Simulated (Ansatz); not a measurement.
The system is Mo.

```
CELL_PARAMETERS angstrom
-1.58381 1.58381 1.58381
1.58381 -1.58381 1.58381
1.58381 1.58381 -1.58381
ATOMIC_POSITIONS crystal
Mo 0.00000 0.00000 0.00000
```

| Quantity | Value |
| --- | --- |
| Program | Ansatz 0.2.0 |
| Task | relaxation of cell and atoms |
| Functional | PBEsol |
| Potentials or basis | all-electron LAPW, scalar-relativistic |
| Basis error allowed | 0.001 eV/atom |
| k mesh | 12 × 12 × 12 |
| Occupations | fermi-dirac, width 0.05 eV |
| Spin | no spin polarisation |

At the start: volume 15.89 Å³/atom.

Question: How do energy, volume and symmetry change on relaxing?

Answer: Over 4 steps the energy falls by 17.7 meV/atom and the volume is 15.32 Å³/atom (-3.6 %); space group Im-3m (No. 229, to 0.05 Å).

Step by step:
```csv
step,energy change (eV),largest force (eV/Å),volume (Å³)
1,0.0000,0.0000,15.89
2,-0.0174,0.0000,15.39
3,-0.0177,0.0000,15.32
4,-0.0177,0.0000,15.32
```

Final structure:
```xyz
1
Lattice="-1.5645 1.5645 1.5645 1.5645 -1.5645 1.5645 1.5645 1.5645 -1.5645" Properties=species:S:1:pos:R:3 pbc="T T T"
Mo    0.0000    0.0000    0.0000
```
